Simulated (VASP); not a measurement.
# FeSi2 (P4/mmm) in VASP: phonons with r2SCAN

Aim: the phonons of FeSi2 with r2SCAN.

All numbers are computed with VASP 6.6.1; they aren't measurements. Logs are shortened: lines on timing, memory, paths and dates and some standing lists are left out, and cuts for length are marked.

### Step 1. The crystal as given

Symmetry: P4/mmm, No. 123, tetragonal system. Conventional cell: a = 2.684 Å, b = 2.684 Å, c = 5.128 Å, α = 90.00°, β = 90.00°, γ = 90.00°. Fe (site symmetry 4/mmm) has 8 Si at 2.35 Å and 4 Fe at 2.68 Å as nearest neighbours. Si (site symmetry 4mm) is surrounded by 4 Fe at 2.35 Å and 5 Si at 2.36 to 2.68 Å.

### Step 2. Phonons, r2SCAN

POSCAR reads:

```
FeSi2
1.0
    2.6840000000      0.0000000000      0.0000000000
    0.0000000000      2.6840000000      0.0000000000
    0.0000000000      0.0000000000      5.1280000000
Fe Si
1 2
Direct
    0.0000000000      0.0000000000      0.0000000000
    0.5000000000      0.5000000000      0.2700000000
    0.5000000000      0.5000000000      0.7300000000
```

INCAR.step1 reads:

```
SYSTEM = FeSi2
  PREC = Accurate
  ENCUT = 600
  EDIFF = 1E-8
  ISMEAR = 0
  SIGMA = 0.1
  LREAL = .False.
  LASPH = .True.
  NELM = 80
  ALGO = Normal
  ISIF = 3
  LWAVE = .False.
  LCHARG = .False.
  METAGGA = R2SCAN
  LMIXTAU = .True.
  IBRION = 2
  NSW = 40
  EDIFFG = -0.002
```

INCAR.step2 reads:

```
SYSTEM = FeSi2
  PREC = Accurate
  ENCUT = 600
  EDIFF = 1E-8
  ISMEAR = 0
  SIGMA = 0.1
  LREAL = .False.
  LASPH = .True.
  NELM = 80
  ALGO = Normal
  ISIF = 2
  LWAVE = .False.
  LCHARG = .False.
  METAGGA = R2SCAN
  LMIXTAU = .True.
  IBRION = 6
  NFREE = 2
  POTIM = 0.015
  NSW = 1
```

KPOINTS reads:

```
regular mesh
0
Gamma
  16 16 8
  0 0 0
```

Potentials or basis: VASP PAW PBE potentials, release 64 (Fe, Si).

Launch:

```bash
$ cat potpaw_PBE.64/Fe/POTCAR potpaw_PBE.64/Si/POTCAR > POTCAR
$ cp INCAR.step1 INCAR
$ mpirun -np 1 vasp_std > vasp.out
$ cp CONTCAR POSCAR
$ cp INCAR.step2 INCAR
$ mpirun -np 1 vasp_std > vasp.out
```

OUTCAR:

```text
SYSTEM = FeSi2
   PREC = Accurate
   ENCUT = 600
   EDIFF = 1E-8
   ISMEAR = 0
   LREAL = .False.
   LASPH = .True.
   NELM = 80
   ISIF = 2
   METAGGA = R2SCAN
   IBRION = 6
   NFREE = 2
   POTIM = 0.015
   NSW = 1

 ion  position               nearest neighbor table
   1  0.000  0.000  0.000-   2 2.35   3 2.35   2 2.35   3 2.35   2 2.35   3 2.35   2 2.35   3 2.35

   2  0.500  0.500  0.271-   3 2.33   1 2.35   1 2.35   1 2.35   1 2.35   3 2.77
   3  0.500  0.500  0.729-   2 2.33   1 2.35   1 2.35   1 2.35   1 2.35   2 2.77

  LATTYP: Found a simple tetragonal cell.
 ALAT       =     2.6799891662
 C/A-ratio  =     1.9057388623

  Lattice vectors:

 A1 = (   2.6799891662,   0.0000000000,   0.0000000000)
 A2 = (   0.0000000000,   2.6799891662,   0.0000000000)
 A3 = (   0.0000000000,   0.0000000000,   5.1073595047)

Analysis of symmetry for initial positions (statically):
=====================================================================
 Subroutine PRICEL returns:
 Original cell was already a primitive cell.

 Routine SETGRP: Setting up the symmetry group for a
 simple tetragonal supercell.

 Subroutine GETGRP returns: Found 16 space group operations
 (whereof 16 operations were pure point group operations)
 out of a pool of 16 trial point group operations.

The static configuration has the point symmetry D_4h.

Analysis of symmetry for dynamics (positions and initial velocities):
=====================================================================
 Subroutine PRICEL returns:
 Original cell was already a primitive cell.

 Routine SETGRP: Setting up the symmetry group for a
 simple tetragonal supercell.

 Subroutine GETGRP returns: Found 16 space group operations
 (whereof 16 operations were pure point group operations)
 out of a pool of 16 trial point group operations.

The dynamic configuration has the point symmetry D_4h.

 Subroutine INISYM returns: Found 16 space group operations
 (whereof 16 operations are pure point group operations),
 and found     1 'primitive' translations

----------------------------------------------------------------------------------------

                                     Primitive cell

  volume of cell :      36.6828

  direct lattice vectors                    reciprocal lattice vectors
     2.679989166  0.000000000  0.000000000     0.373135837  0.000000000  0.000000000
     0.000000000  2.679989166  0.000000000     0.000000000  0.373135837  0.000000000
     0.000000000  0.000000000  5.107359505     0.000000000  0.000000000  0.195795890

  length of vectors
     2.679989166  2.679989166  5.107359505     0.373135837  0.373135837  0.195795890

  position of ions in fractional coordinates (direct lattice)
     0.000000000  0.000000000  0.000000000
     0.500000000  0.500000000  0.271468702
     0.500000000  0.500000000  0.728531298

  ion indices of the primitive-cell ions
   primitive index   ion index
                 1           1
                 2           2
                 3           3

----------------------------------------------------------------------------------------

 KPOINTS: regular mesh

Automatic generation of k-mesh.
 Grid dimensions read from file:
 generate k-points for:   16   16    8

 Generating k-lattice:

  Cartesian coordinates                     Fractional coordinates (reciprocal lattice)
     0.023320990  0.000000000  0.000000000     0.062500000  0.000000000  0.000000000
     0.000000000  0.023320990  0.000000000     0.000000000  0.062500000  0.000000000
     0.000000000  0.000000000  0.024474486     0.000000000  0.000000000  0.125000000

  Length of vectors
     0.023320990  0.023320990  0.024474486
[... 70 lines left out ...]
   EFERMI_NEDOS =   21; number of points for ismear=-14 and -15
   IALGO  =     38    algorithm
   IMIX   =      4    mixing-type and parameters
     AMIX     =   0.40;   BMIX     =  1.00
     AMIX_MAG =   1.60;   BMIX_MAG =  1.00
  volume/ion in A,a.u.               =      12.23        82.52
  Fermi-wavevector in a.u.,A,eV,Ry     =   1.241540  2.346170 20.972308  1.541421
  Thomas-Fermi vector in A             =   2.375933
   LORBIT       =      0    0 simple, 1 ext, 2 COOP (PROOUT), +10 PAW based schemes
   METAGGA = R2SCAN    functional components
   LHFCALC =     F    Hartree Fock is set to
   AEXX    =    0.0000 exact exchange contribution
   IVDW    =     0    specifies the selected vdW correction
   LEPSILON=     F    determine dielectric tensor
   LRPA    =     F    only Hartree local field effects (RPA)
 finite differences with symmetry
 non-spin polarized calculation
 Gauss-broadening in eV      SIGMA  =   0.10
  energy-cutoff  :      600.00
  volume of cell :       36.68
 maximum number of plane-waves:      1245
 NGX is ok and might be reduce to    24
   NGX = 11   NGY = 11   NGZ = 21

--------------------------------------- Ionic step        1  -------------------------------------------

 number of electron      15.9999999 magnetization

 Free energy of the ion-electron system (eV)
  ---------------------------------------------------
  ext. energy  EPLUGINS =         0.00000000
  ---------------------------------------------------
  free energy    TOTEN  =       -32.56226155 eV

  energy without entropy =      -32.55711910  energy(sigma->0) =      -32.55969032

------------------------ aborting loop because EDIFF is reached ----------------------------------------

  FORCE on cell =-STRESS in cart. coord.  units (eV):
  Direction    XX          YY          ZZ          XY          YZ          ZX
  --------------------------------------------------------------------------------------
  -------------------------------------------------------------------------------------
  Total        0.0025660      0.0025660      0.0008620      0.0000000      0.0000000     -0.0000000
  in kB        0.1120756      0.1120756      0.0376499      0.0000000      0.0000000     -0.0000000
  external PRESSURE =       0.0872670 kB  Pullay stress =       0.0000000 kB
[... 283 lines left out ...]
--------------------------------------- Ionic step        9  -------------------------------------------

 number of electron      15.9999999 magnetization

 Free energy of the ion-electron system (eV)
  ---------------------------------------------------
  ext. energy  EPLUGINS =         0.00000000
  ---------------------------------------------------
  free energy    TOTEN  =       -32.56001703 eV

  energy without entropy =      -32.55489947  energy(sigma->0) =      -32.55745825

 E-fermi :  10.2104     XC(G=0): -12.8327

 val. band max:       10.2085076008   @ k =   0.4375   0.2500   0.0000
 cond. band min:      10.2239241943   @ k =   0.5000   0.3750   0.0000
 fundamental gap:      0.0154165935
 Fermi energy:        10.2103926720

 k-point     1 :       0.0000    0.0000    0.0000
  band No.  band energies     occupation
      1      -4.7014      2.00000
      2       0.3856      2.00000
      3       1.6219      2.00000
      4       6.4403      2.00000
      5       8.3849      2.00000
      6       8.4296      2.00000
      7       8.4296      2.00000
      8       9.1736      2.00000
      9      14.9604      0.00000
     10      14.9604      0.00000
     11      17.1071      0.00000
     12      17.6491      0.00000
[... 331 lines left out ...]
 k-point    24 :       0.5000    0.1250    0.0000
  band No.  band energies     occupation
      1      -0.1918      2.00000
      2       1.9340      2.00000
      3       2.9989      2.00000
      4       5.1786      2.00000
      5       5.8022      2.00000
      6       7.1432      2.00000
      7       7.8324      2.00000
      8       9.1872      2.00000
      9      10.3103      0.15762
     10      11.6986      0.00000
     11      12.7339      0.00000
     12      15.6823      0.00000

 [... further k-points ...]

------------------------ aborting loop because EDIFF is reached ----------------------------------------

  FORCE on cell =-STRESS in cart. coord.  units (eV):
  Direction    XX          YY          ZZ          XY          YZ          ZX
  --------------------------------------------------------------------------------------
  -------------------------------------------------------------------------------------
  Total        0.1159735      0.1159735     -0.0049399      0.0000000      0.0000000     -0.0000000
  in kB        5.0653184      5.0653184     -0.2157556      0.0000000      0.0000000     -0.0000000
  external PRESSURE =       3.3049604 kB  Pullay stress =       0.0000000 kB
[... 18 lines left out ...]
  FREE ENERGIE OF THE ION-ELECTRON SYSTEM (eV)
  ---------------------------------------------------
  free  energy   TOTEN  =       -32.5600170312 eV

  energy  without entropy=      -32.5548994719  energy(sigma->0) =      -32.55745825

 INTERNAL STRAIN TENSORS FROM DISPLACED ATOMS
 ============================================

 INTERNAL STRAIN TENSOR FOR ION    1 for displacements in x,y,z  (eV/Angst):
          X           Y           Z          XY          YZ          ZX
  --------------------------------------------------------------------------------
  x     0.00000     0.00000     0.00000     0.00000     0.00000     0.00000
  y     0.00000     0.00000     0.00000     0.00000     0.00000     0.00000
  z     0.00000     0.00000     0.00000     0.00000     0.00000     0.00000

 INTERNAL STRAIN TENSOR FOR ION    3 for displacements in x,y,z  (eV/Angst):
          X           Y           Z          XY          YZ          ZX
  --------------------------------------------------------------------------------
  x     0.00000     0.00000     0.00000     0.00000     0.00000     5.01793
  y     0.00000    -0.00000     0.00000     0.00000     5.01795     0.00000
  z     7.25624     7.25624    -1.20451     0.00000     0.00000     0.00000

 Eigenvectors and eigenvalues of the dynamical matrix
 ----------------------------------------------------

   1 f  =   16.990865 THz   106.756755 2PiTHz  566.754259 cm-1    70.268541 meV
             X         Y         Z           dx          dy          dz
      0.000000  0.000000  0.000000    -0.000000    0.000000    0.000000
      1.339995  1.339995  1.386488    -0.000000    0.000000    0.707107
      1.339995  1.339995  3.720871     0.000000   -0.000000   -0.707107
[... 43 lines left out ...]
   9 f/i=    0.001299 THz     0.008162 2PiTHz    0.043332 cm-1     0.005373 meV
             X         Y         Z           dx          dy          dz
      0.000000  0.000000  0.000000    -0.703493    0.061666   -0.000000
      1.339995  1.339995  1.386488    -0.498735    0.043718   -0.000000
      1.339995  1.339995  3.720871    -0.498735    0.043718   -0.000000

 ELASTIC MODULI CONTR FROM IONIC RELAXATION (kBar)
 Direction    XX          YY          ZZ          XY          YZ          ZX
 --------------------------------------------------------------------------------
 XX        -138.6427   -138.6427     23.0142      0.0000      0.0000      0.0000
 YY        -138.6427   -138.6427     23.0142      0.0000      0.0000      0.0000
 ZZ          23.0142     23.0142     -3.8203      0.0000     -0.0000     -0.0000
 XY           0.0000      0.0000      0.0000      0.0000      0.0000      0.0000
 YZ           0.0000      0.0000     -0.0000      0.0000   -371.1937      0.0000
 ZX           0.0000      0.0000     -0.0000      0.0000      0.0000   -371.1900
 --------------------------------------------------------------------------------
```

Run time: 57 min. Hardware: 1 thread of Intel Xeon Platinum 8488C (Sapphire Rapids), shared host; peak memory 0.66 GiB.

What came out:

```yaml
Relaxed_volume: 12.23 Å³/atom
Relaxed_cell: a = 2.680 Å, b = 2.680 Å, c = 5.107 Å, α = 90.00°, β = 90.00°, γ = 90.00°
Space_group_after_relaxing_to_0.05_Å: P4/mmm (No. 123)
Highest_phonon_frequency_at_Γ_LO-TO_splitting_left_out: 567 cm⁻¹
```

Step by step:
| step | energy change (eV) | largest force (eV/Å) | pressure (GPa) | volume (Å³) |
| --- | --- | --- | --- | --- |
| 1 | 0.0000 | 0.2214 | -1.19 | 36.94 |
| 2 | -0.0013 | 0.1012 | 1.31 | 36.45 |
| 3 | -0.0029 | 0.0433 | 0.22 | 36.66 |
| 4 | -0.0029 | 0.0344 | -0.26 | 36.73 |
| 5 | -0.0030 | 0.0010 | -0.06 | 36.70 |
| 6 | -0.0030 | 0.0006 | 0.01 | 36.68 |

Final structure:
```
CELL_PARAMETERS angstrom
2.67999 0.00000 0.00000
0.00000 2.67999 0.00000
0.00000 0.00000 5.10736
ATOMIC_POSITIONS crystal
Fe 0.00000 0.00000 0.00000
Si 0.50000 0.50000 0.27147
Si 0.50000 0.50000 0.72853
```

Phonon frequencies in cm⁻¹ (negative: imaginary):
| q point | frequencies |
| --- | --- |
| (0.000, 0.000, 0.000) | 0 0 0 240 240 296 296 371 567 |

Caveat: the PAW data sets were made with another functional, which shifts forces and pressure a little. Spin polarisation is off, so any magnetic state and its effect on volume and gap are missing.
